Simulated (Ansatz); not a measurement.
# Al2O3 (Corundum) (R-3c) in Ansatz: band structure with r2SCAN

Aim: the band structure of Al2O3 (Corundum) with r2SCAN.

Everything below comes from runs of Ansatz 0.2.0. Logs are shortened: lines on timing, memory, paths and dates and some standing lists are left out, and cuts for length are marked.

**Measured values to compare with.**

“Multi-petahertz electron interference in Cr:Al2O3 solid-state material”, 2018, pmc:5906618 quotes, for a bulk crystal of Al2O3: band gap 8.7 eV (optical).

How close the calculation comes is told below.

**1. The structure**

Symmetry: R-3c, No. 167, trigonal system. The conventional cell has a = 4.760 Å, b = 4.760 Å, c = 12.996 Å, α = 90.00°, β = 90.00°, γ = 120.00°. Al (site symmetry 3) is surrounded by 6 O at 1.85 to 1.97 Å. O (site symmetry 2) is surrounded by 4 Al at 1.85 to 1.97 Å.

**2. Band structure, r2SCAN**

Contents of input.yaml:

```yaml
crystal:
  lattice:
    - [2.38025, 1.3742379782, 4.3318666667]
    - [-2.38025, 1.3742379782, 4.3318666667]
    - [0.0, -2.7484759565, 4.3318666667]
  atoms:
    - { symbol: Al, position: [0.85216, 0.85216, 0.85216] }
    - { symbol: Al, position: [0.64784, 0.64784, 0.64784] }
    - { symbol: Al, position: [0.14784, 0.14784, 0.14784] }
    - { symbol: Al, position: [0.35216, 0.35216, 0.35216] }
    - { symbol: O, position: [0.05668, 0.75, 0.44332] }
    - { symbol: O, position: [0.75, 0.44332, 0.05668] }
    - { symbol: O, position: [0.44332, 0.05668, 0.75] }
    - { symbol: O, position: [0.94332, 0.25, 0.55668] }
    - { symbol: O, position: [0.25, 0.55668, 0.94332] }
    - { symbol: O, position: [0.55668, 0.94332, 0.25] }
hamiltonian:
  xc: r2scan
  pseudopotentials: { kind: paw }
kpoints:
  mp_grid: { grid: [7, 7, 7] }
  band_path:
    path:
      - [[0.0, 0.0, 0.0], [0.5, 0.0, 0.0], [0.5, 0.2337604794, -0.2337604794]]
      - [[0.7662395206, 0.5, 0.2337604794], [0.5, 0.5, 0.5], [0.0, 0.0, 0.0], [0.3668802397, 0.0, -0.3668802397]]
      - [[0.6331197603, 0.3668802397, 0.0], [0.5, 0.5, 0.0], [0.6331197603, 0.6331197603, 0.2337604794], [0.5, 0.5, 0.5]]
      - [[0.5, 0.0, 0.0], [0.7662395206, 0.3668802397, 0.3668802397]]
    npoints: 10
scf:
  occupations: { method: fermi_dirac, width: 0.05 }
  n_extra_bands: 25
output:
  forces: true
  stress: true
  eigenvalues: true
  fatbands: true
```

Potentials or basis: Ansatz PAW.

On the command line:

```bash
$ ansatz run input.yaml --threads 4 --pin off --max-ram 11264MiB --backend cpu --events-out ev --progress --plain --runs-dir out
```

Output:

```text
Warning: RAYON_NUM_THREADS=4 ignored (pool sized by the plan → 4); use --threads N
scf.n_extra_bands = 25 over 24 filled bands (N_el = 48.0): the run solves 49 bands
Engine: ansatz 0.2.0, x86_64-unknown-linux-gnu
Pseudopotentials: kind: paw
Pseudopotential: Al, paw, valence charge 3, recommended cutoff 500 eV (meta_gga), Al.paw.azcp
Pseudopotential: O, paw, valence charge 6, recommended cutoff 500 eV (meta_gga), O.paw.azcp
Functional definition: r2SCAN
  parameter k0 = 0.174
  parameter k1 = 0.065
  parameter a1 = 4.9479
  exchange = r2scan_x(k0 = k0, k1 = k1, a1 = a1)
  correlation = r2scan_c
Crystal: 10 atoms, lattice volume = 85.018 Å³
Basis set: ecut = 500 eV, 2169 PW (Γ), exchange–correlation on 160×160×160 points (64 copies of the dense FFT grid, shifted against one another)
Bands: 49, of which v1, the nominal top of the filled ones, is band 24 counted from 1 (23 counted from 0)
Symmetry: 12 space group operations
Space group: R-3c (ITA 167), of the structure as read, at distance tolerance 4.4e-5 Å
k-points: 44 of 343
Non-local potential: Al, projectors of the file, l = 0: 2, l = 1: 2, l = 2: 1
Non-local potential: O, projectors of the file, l = 0: 2, l = 1: 2, l = 2: 1
PAW form: soft (Blöchl's): semilocal exchange-correlation on the pseudo side does not see the compensation charge
PAW frozen core: Al, regenerated for the run's functional (the file was generated under x = pbe(κ = 0.804, μ = 0.2195149727645171), c = pbe(β = 0.06672455060314922))
PAW frozen core: O, regenerated for the run's functional (the file was generated under x = pbe(κ = 0.804, μ = 0.2195149727645171), c = pbe(β = 0.06672455060314922))
PAW one-centre angular grid: Al, 302 points (default); XC on 160 Gauss nodes
PAW one-centre angular grid: O, 302 points (default); XC on 160 Gauss nodes
Initial density: superposition of atomic densities (neutral atoms: chi_scale 0, normalization atom), corrected by the library's trained network
Initial wavefunctions: pseudopotential atomic-orbital guess
Functional: x = r2scan, c = r2scan; τ floored in thin density (d = 2e-4 eV/Å³)
SCF iter   1: F=—  HF=-5590.108197 eV  |F-HF|=—  |Δ(HF+E_count)|=         —  Δρ=8.19e-3  dr2=5.39e-2  dr2_τ=6.30e-1  ethr=1.77e-3  ⟨swp⟩=5.7  Hψ=10467  notcnv=0  defer=380
preconditioner: auto → Resta (q_TF=auto, 2.480 Å⁻¹)  ε∞=2.5  [insulator: Δε(μ)=7.037 eV  Ē_g=22.541 eV  σ=0.050 eV  W_gap=1.00  n_scr=20 (ndim 8)  ℏωp=27.9 eV  f_vac=0.000  D(μ)=0.00/eV (n_scr^D=0)  ε∞_Penn≈2.5]
SCF iter   2: F=—  HF=-5590.628765 eV  |F-HF|=—  |Δ(HF+E_count)|=   5.21e-1  Δρ=5.67e-3  dr2=1.96e-2  dr2_τ=1.11e-3  ethr=1.12e-4  ⟨swp⟩=3.0  Hψ=4006  notcnv=0  defer=828
SCF iter   3: F=—  HF=-5590.626059 eV  |F-HF|=—  |Δ(HF+E_count)|=   2.71e-3  Δρ=1.37e-3  dr2=1.16e-3  dr2_τ=1.03e-4  ethr=4.08e-5  ⟨swp⟩=2.0  Hψ=2392  notcnv=0  defer=828
SCF iter   4: F=—  HF=-5590.625971 eV  |F-HF|=—  |Δ(HF+E_count)|=   8.86e-5  Δρ=4.65e-4  dr2=1.94e-4  dr2_τ=1.26e-5  ethr=2.42e-6  ⟨swp⟩=2.0  Hψ=2344  notcnv=0  defer=828
SCF iter   5: F=—  HF=-5590.625936 eV  |F-HF|=—  |Δ(HF+E_count)|=   3.50e-5  Δρ=1.19e-4  dr2=1.24e-5  dr2_τ=5.10e-7  ethr=4.04e-7  ⟨swp⟩=2.9  Hψ=2618  notcnv=0  defer=828
SCF iter   6: F=—  HF=-5590.625933 eV  |F-HF|=—  |Δ(HF+E_count)|=   2.92e-6  Δρ=2.61e-5  dr2=6.20e-7  dr2_τ=1.40e-8  ethr=2.58e-8  ⟨swp⟩=2.1  Hψ=2253  notcnv=0  defer=828
SCF iter   7: F=-5590.625932 eV  HF=-5590.625933 eV  |F-HF|=5.41e-9  |Δ(HF+E_count)|=   1.39e-7  Δρ=3.16e-6  dr2=9.68e-9  dr2_τ=1.70e-10  ethr=2.08e-10  ⟨swp⟩=12.4  Hψ=13213  notcnv=0
SCF 1 converged in 7 iterations: F = -5590.625932 eV  dr2 = 9.68e-9
NSCF: frozen V_eff on 94 k-points
SCF converged after 7 iterations
Free energy (F): -5590.625932 eV
Harris-Foulkes:  -5590.625933 eV  (|F-HF|=5.41e-9)
Internal energy: -5590.625932 eV  (E = F + TS)
E sigma→0 (E₀):  -5590.625932 eV
Fermi energy:    10.973669 eV
--- Per-component energies (eV) ---
  E_band       = 34.195117
  E_kinetic    = 1192.888728
  E_local      = -1986.825723  (includes V_loc(G=0)·N_el)
  E_nonlocal   = 318.360629
  E_hartree    = 741.192689
  E_xc         = -601.404746
  E_vxc        = -778.956641  (∫ρ·V_xc dr)
  E_paw        = -2856.681057  (= ΣΔE_a)
  E_vpaw       = -240.877395  (= ΣTr[D̂ρ^β])
  E_aug_tail   = 0.006194  (compensation charges beyond the density's cutoff)
  E_vtau       = 47.217560  (kinetic-family band-sum trace: ∫τ·v_τ [+ j·A + Jᵃ·Aᵃ] dr)
  E_ewald      = -2397.730569
  E_core_change = -0.432078  (= ΣΔE_core)
  E_smearing   = -0.000000  (= −TS)
  E_closure    = -0.000000  (closes the sum)
  Σ components = -5590.625932   (vs F -5590.625932, Δ=0.00e0)
--- Forces (eV/Å), atoms counted from 1 ---
  atom   1  Al     0.00000000     0.00000000    -0.05933652
  atom   2  Al     0.00000000    -0.00000000     0.05933652
  atom   3  Al    -0.00000000    -0.00000000     0.05933652
  atom   4  Al    -0.00000000     0.00000000    -0.05933652
  atom   5  O     -0.02214816    -0.03836173    -0.00000000
  atom   6  O     -0.02214816     0.03836173     0.00000000
  atom   7  O      0.04429631     0.00000000    -0.00000000
  atom   8  O      0.02214816     0.03836173     0.00000000
  atom   9  O      0.02214816    -0.03836173    -0.00000000
  atom  10  O     -0.04429631     0.00000000     0.00000000
  max |Σ_I F_I| component: 1.10e-17 eV/Å
--- Stress (GPa, compression-positive) ---
       -0.171102       0.000000       0.000000
        0.000000      -0.171102       0.000000
        0.000000       0.000000      -0.223331
  P = ⅓ Tr σ = -0.1885 GPa (-1.885 kbar)
--- Band table (eV; the first three rows and the last of 44) ---
  k-point 0: bands = ["-12.8419", "-10.5610", "-10.2915", "-10.2915", "-9.9875", "-9.9875", "0.4077", "1.4242", "1.7396", "1.7396", "2.8699", "2.9732", "2.9732", "3.9856", "4.3927", "5.8789", "5.8789", "6.0059", "6.0059", "6.8212", "6.8212", "7.2909", "7.2909", "7.3490", "14.4634", "17.4778", "19.2783", "19.9547", "19.9547", "20.0250", "20.7412", "20.8068", "20.8068", "22.1958", "23.1878", "23.1878", "23.2804", "23.2804", "23.6120", "24.4471", "24.4705", "26.8649", "26.8649", "27.1966", "27.1966", "28.6922", "28.7410", "28.8543", "28.9703"]
  k-point 1: bands = ["-12.7369", "-10.6031", "-10.3591", "-10.3127", "-10.0362", "-9.9930", "0.5237", "1.1772", "1.6084", "2.2650", "2.3705", "2.9002", "3.7097", "4.4141", "4.6040", "5.4934", "5.8275", "5.9129", "6.0846", "6.5795", "6.6661", "7.0305", "7.2633", "7.3053", "14.9383", "17.8681", "18.8662", "19.6500", "19.7441", "19.9403", "20.8386", "21.0046", "21.2796", "21.6211", "22.9609", "23.0989", "23.1407", "23.4265", "23.6022", "24.2355", "24.4038", "26.4319", "26.9456", "27.0987", "27.4610", "27.7704", "27.8044", "28.8250", "29.0818"]
  k-point 2: bands = ["-12.4347", "-10.9157", "-10.3466", "-10.3430", "-10.1492", "-10.0319", "0.7119", "1.2696", "1.2903", "2.1966", "2.8254", "3.2707", "4.5013", "4.6169", "5.0787", "5.2931", "5.4277", "5.6287", "5.9333", "5.9372", "6.5227", "6.8366", "7.1418", "7.1923", "16.0262", "18.3655", "18.6527", "18.9729", "19.2392", "19.7749", "20.8541", "20.9560", "21.2574", "21.8834", "22.2234", "22.5546", "22.9696", "23.6084", "23.7325", "23.9971", "24.5133", "25.1794", "26.2234", "26.8349", "27.1520", "27.7565", "28.1532", "28.9003", "29.7065"]
  k-point 43: bands = ["-11.8609", "-11.7038", "-10.4124", "-10.3226", "-10.0593", "-10.0216", "1.5763", "1.6846", "2.5336", "2.5516", "2.9548", "3.3495", "3.5063", "3.6942", "4.6896", "4.9026", "4.9803", "5.4549", "5.6605", "5.8191", "6.7194", "6.7226", "6.8515", "6.9066", "17.1508", "17.3840", "19.3189", "19.5039", "20.5066", "20.5115", "20.6924", "21.0550", "21.4426", "21.6103", "22.8227", "22.9771", "23.0999", "23.2592", "23.3715", "23.5111", "24.6042", "24.8576", "25.3650", "25.5081", "26.0462", "26.1802", "29.5431", "30.0189", "30.5204"]
```

It took 22 s on 4 threads of Intel Xeon at 2.50GHz (Skylake/Cascade Lake), shared host; peak memory 0.78 GiB.

Results:

- Free energy: -5590.6259 eV
- Pressure: -0.2 GPa
- Largest force: 0.059 eV/Å
- Band gap on the k mesh: 7.11 eV, direct
- Band gap along the path: 7.11 eV, direct

Forces on the atoms (eV/Å):
```
Al   0.000  0.000 -0.059
Al   0.000  0.000  0.059
Al   0.000  0.000  0.059
Al   0.000  0.000 -0.059
O   -0.022 -0.038  0.000
O   -0.022  0.038  0.000
O    0.044  0.000  0.000
O    0.022  0.038  0.000
O    0.022 -0.038  0.000
O   -0.044  0.000  0.000
```

Levels at the corners of the path, in eV from the valence-band top:
```tsv
point	band 21	band 22	band 23	band 24	band 25	band 26	band 27	band 28
Γ	-0.53	-0.06	-0.06	0.00	7.11	10.13	11.93	12.61
L	-0.94	-0.94	-0.29	-0.29	10.42	10.42	10.70	10.70
B1	-0.88	-0.88	-0.53	-0.53	10.71	10.71	11.11	11.11
B	-0.88	-0.88	-0.53	-0.53	10.71	10.71	11.11	11.11
Z	-0.41	-0.41	-0.41	-0.41	9.61	9.61	12.15	12.15
Γ	-0.53	-0.06	-0.06	0.00	7.11	10.13	11.93	12.61
X	-0.92	-0.88	-0.59	-0.31	10.51	10.55	10.71	11.21
Q	-0.92	-0.88	-0.59	-0.31	10.51	10.55	10.71	11.21
F	-1.06	-0.93	-0.77	-0.28	10.60	10.78	10.88	11.44
P1	-1.07	-0.89	-0.77	-0.49	10.76	10.87	11.16	11.45
Z	-0.41	-0.41	-0.41	-0.41	9.61	9.61	12.15	12.15
L	-0.94	-0.94	-0.29	-0.29	10.42	10.42	10.70	10.70
P	-1.07	-0.89	-0.77	-0.49	10.76	10.87	11.16	11.45
```

Caveat: the PAW data sets come from PBE, with cores solved anew for the run's functional, which leaves a small shift of forces and pressure.

**3. How close it comes**

Step 2. Against the measured gap of Al2O3, 8.7 eV (optical; quoted in “Multi-petahertz electron interference in Cr:Al2O3 solid-state material”, 2018, pmc:5906618), the calculated 7.11 eV is off by -1.59 eV. The value is that of r2SCAN, without temperature or zero-point motion.
